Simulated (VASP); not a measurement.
# TaN (Fm-3m) in VASP: further runs

The runs below take TaN through relaxation of cell and atoms, electrostatic potential, with PBE+D3(BJ).

Program: VASP 6.6.1. These are calculated values, not measurements. Logs are shortened: lines on timing, memory, paths and dates and some standing lists are left out, and cuts for length are marked.

## 1. The structure

It takes space group Fm-3m (No. 225, cubic). The conventional cell has a = 4.390 Å, b = 4.390 Å, c = 4.390 Å, α = 90.00°, β = 90.00°, γ = 90.00°. Ta (site symmetry m-3m) is surrounded by 6 N at 2.19 Å. N (site symmetry m-3m) has 6 Ta at 2.19 Å as nearest neighbours.

The cell was built by a generator and needn't be a form met in nature.

## 2. Relaxation of cell and atoms, PBE+D3(BJ)

Input file INCAR:

```
  ALGO = Normal
  EDIFF = 1E-6
  EDIFFG = -0.005
  ENCUT = 600
  GGA = PE
  IBRION = 2
  ISIF = 3
  ISMEAR = 1
  IVDW = 12
  LASPH = True
  LCHARG = False
  LREAL = False
  LWAVE = False
  NELM = 120
  NSW = 60
  PREC = Accurate
  SIGMA = 0.1
```

Input file KPOINTS:

```
k-points
0
Gamma
  16 16 16
```

Input file POSCAR:

```
TaN
1.0
    0.0000000000      2.1950000000      2.1950000000
    2.1950000000      0.0000000000      2.1950000000
    2.1950000000      2.1950000000      0.0000000000
Ta N
1 1
Direct
    0.0000000000      0.0000000000      0.0000000000
    0.5000000000      0.5000000000      0.5000000000
```

Potentials or basis: VASP PAW PBE potentials, release 64 (Ta_pv, N).

Launch:

```sh
$ cat potpaw_PBE.64/Ta_pv/POTCAR potpaw_PBE.64/N/POTCAR > POTCAR
$ mpirun -np 1 vasp_std > vasp.out
```

OUTCAR:

```text
EDIFF = 1E-6
   EDIFFG = -0.005
   ENCUT = 600
   GGA = PE
   IBRION = 2
   ISIF = 3
   ISMEAR = 1
   IVDW = 12
   LASPH = True
   LREAL = False
   NELM = 120
   NSW = 60
   PREC = Accurate
 IVDW          = 12

 ion  position               nearest neighbor table
   1  0.000  0.000  0.000-   2 2.19   2 2.19   2 2.19   2 2.19   2 2.19   2 2.19
   2  0.500  0.500  0.500-   1 2.19   1 2.19   1 2.19   1 2.19   1 2.19   1 2.19

  LATTYP: Found a face centered cubic cell.
 ALAT       =     4.3900000000

  Lattice vectors:

 A1 = (   0.0000000000,   2.1950000000,   2.1950000000)
 A2 = (   2.1950000000,   0.0000000000,   2.1950000000)
 A3 = (   2.1950000000,   2.1950000000,   0.0000000000)

Analysis of symmetry for initial positions (statically):
=====================================================================
 Subroutine PRICEL returns:
 Original cell was already a primitive cell.

 Routine SETGRP: Setting up the symmetry group for a
 face centered cubic supercell.

 Subroutine GETGRP returns: Found 48 space group operations
 (whereof 48 operations were pure point group operations)
 out of a pool of 48 trial point group operations.

The static configuration has the point symmetry O_h .

Analysis of symmetry for dynamics (positions and initial velocities):
=====================================================================
 Subroutine PRICEL returns:
 Original cell was already a primitive cell.

 Routine SETGRP: Setting up the symmetry group for a
 face centered cubic supercell.

 Subroutine GETGRP returns: Found 48 space group operations
 (whereof 48 operations were pure point group operations)
 out of a pool of 48 trial point group operations.

The dynamic configuration has the point symmetry O_h .

 Subroutine INISYM returns: Found 48 space group operations
 (whereof 48 operations are pure point group operations),
 and found     1 'primitive' translations

----------------------------------------------------------------------------------------

                                     Primitive cell

  volume of cell :      21.1511

  direct lattice vectors                    reciprocal lattice vectors
     0.000000000  2.195000000  2.195000000    -0.227790433  0.227790433  0.227790433
     2.195000000  0.000000000  2.195000000     0.227790433 -0.227790433  0.227790433
     2.195000000  2.195000000  0.000000000     0.227790433  0.227790433 -0.227790433

  length of vectors
     3.104198769  3.104198769  3.104198769     0.394544603  0.394544603  0.394544603

  position of ions in fractional coordinates (direct lattice)
     0.000000000  0.000000000  0.000000000
     0.500000000  0.500000000  0.500000000

  ion indices of the primitive-cell ions
   primitive index   ion index
                 1           1
                 2           2

----------------------------------------------------------------------------------------

 KPOINTS: k-points

Automatic generation of k-mesh.
 Grid dimensions read from file:
 generate k-points for:   16   16   16

 Generating k-lattice:

  Cartesian coordinates                     Fractional coordinates (reciprocal lattice)
    -0.014236902  0.014236902  0.014236902     0.062500000  0.000000000  0.000000000
     0.014236902 -0.014236902  0.014236902     0.000000000  0.062500000  0.000000000
     0.014236902  0.014236902 -0.014236902     0.000000000  0.000000000  0.062500000

  Length of vectors
     0.024659038  0.024659038  0.024659038

  Shift w.r.t. Gamma in fractional coordinates (k-lattice)
     0.000000000  0.000000000  0.000000000

 Subroutine IBZKPT returns following result:
 ===========================================

 Found    145 irreducible k-points:

 Following reciprocal coordinates:
            Coordinates               Weight
  0.000000  0.000000  0.000000      1.000000
  0.062500  0.000000  0.000000      8.000000
  0.125000  0.000000  0.000000      8.000000
  0.187500  0.000000  0.000000      8.000000
  0.250000  0.000000  0.000000      8.000000
  0.312500  0.000000  0.000000      8.000000
[... 16 lines left out ...]
 -0.125000  0.062500  0.000000     24.000000
 -0.062500  0.062500  0.000000     12.000000
 [... further k-points ...]
   k-points           NKPTS =    145   k-points in BZ     NKDIM =    145   number of bands    NBANDS=     12
   number of dos      NEDOS =    301   number of ions     NIONS =      2
   total plane-waves  NPLWV =  21952
   dimension x,y,z NGX =    28 NGY =   28 NGZ =   28
   dimension x,y,z NGXF=    56 NGYF=   56 NGZF=   56
   ions per type =               1   1
   NGX,Y,Z   is equivalent  to a cutoff of  15.00, 15.00, 15.00 a.u.
   NGXF,Y,Z  is equivalent  to a cutoff of  29.99, 29.99, 29.99 a.u.
 SYSTEM =  unknown system
   PREC   = accura    normal or accurate (medium, high low for compatibility)
   ISTART =      0    job   : 0-new  1-cont  2-samecut
   ICHARG =      2    charge: 1-file 2-atom 10-const
   ISPIN  =      1    spin polarized calculation?
   LNONCOLLINEAR =      F non collinear calculations
   LSORBIT =      F    spin-orbit coupling
   LASPH  =      T    aspherical Exc in radial PAW
   ENCUT  =  600.0 eV  44.10 Ry    6.64 a.u.   6.20  6.20  6.20*2*pi/ulx,y,z
   NELM   =    120;   NELMIN=  2; NELMDL= -5     # of ELM steps
   EDIFF  = 0.1E-05   stopping-criterion for ELM
   LREAL  =      F    real-space projection
   EDIFFG = -.5E-02   stopping-criterion for IOM
   NSW    =     60    number of steps for IOM
   IBRION =      2    ionic relax: 0-MD 1-quasi-New 2-CG
   NFREE  =      1    steps in history (QN), initial steepest desc. (CG)
   ISIF   =      3    stress and relaxation
   ISYM   =      2    0-nonsym 1-usesym 2-fastsym
   POTIM  = 0.5000    time-step for ionic-motion
   TEBEG  =    0.0;   TEEND  =   0.0 temperature during run
   PSTRESS=    0.0 pullay stress
   NELECT =      16.0000    total number of electrons
   NUPDOWN=      -1.0000    fix difference up-down
   EMIN   =  10.00;   EMAX   =-10.00  energy-range for DOS
   EFERMI =   0.00;   METHOD = LEGACY
   ISMEAR =     1;   SIGMA  =   0.10  broadening in eV -4-tet -1-fermi 0-gaus
   EFERMI_NEDOS =   21; number of points for ismear=-14 and -15
   IALGO  =     38    algorithm
   IMIX   =      4    mixing-type and parameters
     AMIX     =   0.40;   BMIX     =  1.00
     AMIX_MAG =   1.60;   BMIX_MAG =  1.00
  volume/ion in A,a.u.               =      10.58        71.37
  Fermi-wavevector in a.u.,A,eV,Ry     =   1.491662  2.818832 30.273701  2.225054
  Thomas-Fermi vector in A             =   2.604288
   LORBIT       =      0    0 simple, 1 ext, 2 COOP (PROOUT), +10 PAW based schemes
   GGA     = PE    functional components
   LHFCALC =     F    Hartree Fock is set to
   AEXX    =    0.0000 exact exchange contribution
   IVDW    =    12    specifies the selected vdW correction
   LEPSILON=     F    determine dielectric tensor
   LRPA    =     F    only Hartree local field effects (RPA)
 conjugate gradient relaxation of ions
 non-spin polarized calculation
 Methfessel and Paxton  Order N= 1 SIGMA  =   0.10
  energy-cutoff  :      600.00
  volume of cell :       21.15
 maximum number of plane-waves:       725
 NGX is ok and might be reduce to    28
   NGX = 13   NGY = 13   NGZ = 13

--------------------------------------- Ionic step        1  -------------------------------------------

 number of electron      16.0000000 magnetization

 Free energy of the ion-electron system (eV)
  ---------------------------------------------------
  ext. energy  EPLUGINS =         0.00000000
  ---------------------------------------------------
  free energy    TOTEN  =       -21.81566470 eV

  energy without entropy =      -21.81467207  energy(sigma->0) =      -21.81533383

------------------------ aborting loop because EDIFF is reached ----------------------------------------

 Edisp (eV)   -0.94999

 E8    (eV) :    -0.4393

  FORCE on cell =-STRESS in cart. coord.  units (eV):
  Direction    XX          YY          ZZ          XY          YZ          ZX
  --------------------------------------------------------------------------------------
  -------------------------------------------------------------------------------------
  Total      -0.05403    -0.05403    -0.05403    -0.00000    -0.00000     0.00000
  in kB      -4.09271    -4.09271    -4.09271    -0.00000    -0.00000     0.00000
  external pressure =       -4.09 kB  Pullay stress =        0.00 kB
[... 61 lines left out ...]
  energy  without entropy=      -22.7645289767  energy(sigma->0) =      -22.76518593

--------------------------------------- Ionic step        3  -------------------------------------------

 number of electron      16.0000000 magnetization

 Free energy of the ion-electron system (eV)
  ---------------------------------------------------
  ext. energy  EPLUGINS =         0.00000000
  ---------------------------------------------------
  free energy    TOTEN  =       -21.81453832 eV

  energy without entropy =      -21.81354800  energy(sigma->0) =      -21.81420821

 E-fermi :   9.6149     XC(G=0): -13.4735

 val. band max:        9.6014342142   @ k =  -0.2500   0.3750   0.1250
 cond. band min:       9.6172807405   @ k =  -0.3125   0.3125   0.1250
 fundamental gap:      0.0158465263
 Fermi energy:         9.6148742744

 k-point     1 :       0.0000    0.0000    0.0000
  band No.  band energies     occupation
      1     -26.1439      2.00000
      2     -26.1439      2.00000
      3     -26.1439      2.00000
      4      -9.2985      2.00000
      5       5.7736      2.00000
      6       5.7736      2.00000
      7       5.7736      2.00000
      8       7.4968      2.00000
      9       7.4968      2.00000
     10       7.4968      2.00000
     11       9.6864      0.06965
     12       9.6864      0.06964
[... 331 lines left out ...]
 k-point    24 :      -0.0625    0.0625    0.0000
  band No.  band energies     occupation
      1     -26.2297      2.00000
      2     -26.1665      2.00000
      3     -26.1461      2.00000
      4      -9.0473      2.00000
      5       4.5606      2.00000
      6       4.8802      2.00000
      7       5.2256      2.00000
      8       7.6727      2.00000
      9       7.8903      2.00000
     10       8.2051      2.00000
     11      10.1090     -0.00000
     12      10.9746     -0.00000

 [... further k-points ...]

------------------------ aborting loop because EDIFF is reached ----------------------------------------

 Edisp (eV)   -0.95115

 E8    (eV) :    -0.4399

  FORCE on cell =-STRESS in cart. coord.  units (eV):
  Direction    XX          YY          ZZ          XY          YZ          ZX
  --------------------------------------------------------------------------------------
  -------------------------------------------------------------------------------------
  Total       0.00851     0.00851     0.00851     0.00000    -0.00000     0.00000
  in kB       0.64525     0.64525     0.64525     0.00000    -0.00000     0.00000
  external pressure =        0.65 kB  Pullay stress =        0.00 kB
[... 17 lines left out ...]
  FREE ENERGIE OF THE ION-ELECTRON SYSTEM (eV)
  ---------------------------------------------------
  free  energy   TOTEN  =       -22.7656861540 eV

  energy  without entropy=      -22.7646958346  energy(sigma->0) =      -22.76535605

 reached required accuracy - stopping structural energy minimisation
```

It took 42 s on 1 thread of Intel Xeon 6975P-C (Granite Rapids), shared host; peak memory 0.21 GiB.

Results:

| Quantity | Value |
| --- | --- |
| Free energy | -22.7657 eV |
| Relaxed volume | 10.56 Å³/atom |
| Relaxed cell | a = 3.103 Å, b = 3.103 Å, c = 3.103 Å, α = 60.00°, β = 60.00°, γ = 60.00° |
| Space group after relaxing (to 0.05 Å) | Fm-3m (No. 225) |
| Energy gained by relaxing | 0.0 meV/atom |
| Ionic steps | 3 |
| Pressure after relaxing | 0.1 GPa |
| Band gap on the k mesh | none (metal or under the smearing width) |
| Dispersion energy per atom | -0.476 eV |

Final structure:
```cif
data_structure
_symmetry_space_group_name_H-M 'P 1'
_symmetry_Int_Tables_number 1
_cell_length_a 3.1030
_cell_length_b 3.1030
_cell_length_c 3.1030
_cell_angle_alpha 60.000
_cell_angle_beta 60.000
_cell_angle_gamma 60.000
_cell_volume 21.13
loop_
_atom_site_label
_atom_site_type_symbol
_atom_site_fract_x
_atom_site_fract_y
_atom_site_fract_z
_atom_site_occupancy
Ta1 Ta 0.00000 0.00000 0.00000 1
N1 N 0.50000 0.50000 0.50000 1
```

Caveat: pairwise dispersion overbinds metals, which lowers pressure and volume.

## 3. Electrostatic potential, PBE+D3(BJ)

Input file INCAR:

```
PREC = Accurate
ENCUT = 520
EDIFF = 1E-6
ISMEAR = 1
SIGMA = 0.1
LREAL = False
LASPH = True
NELM = 60
ALGO = Normal
ISIF = 2
LWAVE = False
LCHARG = True
GGA = PE
IVDW = 12
LVHAR = True
```

Input file KPOINTS:

```
Automatic mesh
0
Gamma
  16 16 16
```

Input file POSCAR:

```
TaN                                     
1.0
    0.0000000000      2.1941465332      2.1941465332
    2.1941465332      0.0000000000      2.1941465332
    2.1941465332      2.1941465332      0.0000000000
  Ta              N             
     1     1
Direct
     0.0000000000000000    0.0000000000000000    0.0000000000000000
     0.5000000000000000    0.5000000000000000    0.5000000000000000
```

Potentials or basis: VASP PAW PBE potentials, release 64 (Ta_pv, N).

Launch:

```sh
$ cat potpaw_PBE.64/Ta_pv/POTCAR potpaw_PBE.64/N/POTCAR > POTCAR
$ mpirun -np 1 vasp_std > vasp.out
```

Wall time 11 s (1 thread of Intel Xeon 6975P-C (Granite Rapids), shared host); peak memory 0.17 GiB.

The run converged. Its results:

```yaml
Free_energy: -22.7634 eV
Pressure: 0.1 GPa
Band_gap_on_the_k_mesh: none (metal or under the smearing width)
Dispersion_energy_per_atom: -0.476 eV
```

Levels at points of the mesh, in eV from the Fermi level:
```tsv
k point	band 5	band 6	band 7	band 8	band 9	band 10	band 11	band 12
(0.00, 0.00, 0.00)	-3.84	-3.84	-3.84	-2.12	-2.12	-2.12	0.07	1.58
(0.50, 0.00, 0.00)	-10.42	-7.62	-7.62	1.93	1.93	2.02	3.85	7.60
(0.50, 0.50, 0.00)	-6.66	-5.51	-4.65	-4.65	2.14	3.59	3.59	4.61
```

Caveat: pairwise dispersion overbinds metals, which lowers pressure and volume.
